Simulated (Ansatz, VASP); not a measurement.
**One calculation of Au, two programs**

POSCAR

```
Au
1.0
    0.0000000000      2.0615246536      2.0615246536
    2.0615246536      0.0000000000      2.0615246536
    2.0615246536      2.0615246536      0.0000000000
Au
1
Direct
    0.0000000000      0.0000000000      0.0000000000
```

Contents of INCAR.step1:

```
SYSTEM = Au
PREC = Accurate ; ENCUT = 520
ISMEAR = -1 ; SIGMA = 0.1
LREAL = .FALSE. ; LASPH = .TRUE.
NELM = 100 ; NBANDS = 12
GGA = PE ; ALGO = Normal
EDIFF = 1E-4 ; LWAVE = .TRUE.
LCHARG = .FALSE.
```

The input INCAR.step2:

```
SYSTEM = Au
PREC = Accurate ; ENCUT = 520
EDIFF = 1E-7 ; ISMEAR = -1
SIGMA = 0.1 ; LREAL = .FALSE.
LASPH = .TRUE. ; NELM = 100
ALGO = Normal ; ISIF = 2
LWAVE = .FALSE. ; LCHARG = .FALSE.
METAGGA = R2SCAN ; LMIXTAU = .TRUE.
NBANDS = 12 ; ISTART = 1
```

The input KPOINTS:

```
regular mesh
0
G
  13 13 13
  0 0 0
```

Input for Ansatz:

```yaml
crystal:
  lattice:
    - [0.0, 2.0615246536, 2.0615246536]
    - [2.0615246536, 0.0, 2.0615246536]
    - [2.0615246536, 2.0615246536, 0.0]
  atoms:
    - { symbol: Au, position: [0.0, 0.0, 0.0] }
hamiltonian:
  xc: r2scan
  pseudopotentials:
    kind: paw
    azcp:
      Au: "pseudopotentials/Au.paw.azcp"
basis:
  ecutwfc: 500
  fft_grid_basis: typed
kpoints:
  mp_grid: { grid: [13, 13, 13], shift: [0, 0, 0] }
magnetization:
  spin_polarized: false
scf:
  occupations: { method: fermi_dirac, width: 0.1 }
  lower_state_search: "off"
output:
  stress: true
```

Alike in both runs: task single point; functional r2SCAN; k mesh 13 × 13 × 13; occupations fermi-dirac, width 0.1 eV; no spin polarisation.

|  | VASP | Ansatz |
| --- | --- | --- |
| version | VASP 6.6.1 | Ansatz 0.2.0 |
| potentials or method | VASP PAW PBE potentials, release 64 (Au) | plane waves (500 eV) with PAW, scalar-relativistic |
| plane-wave cutoff (eV) | 520 | 500 |
| valence electrons in the cell | 11 | 19 |

```csv
,VASP,Ansatz,Ansatz less VASP
pressure (GPa),0.3,0.0,-0.26
```

The two sets of potentials don't hold the same shells in valence.

Caveats: the PAW data sets were made with another functional, which shifts forces and pressure a little (VASP). The runs have no spin-orbit coupling, so splittings on Au are missing.
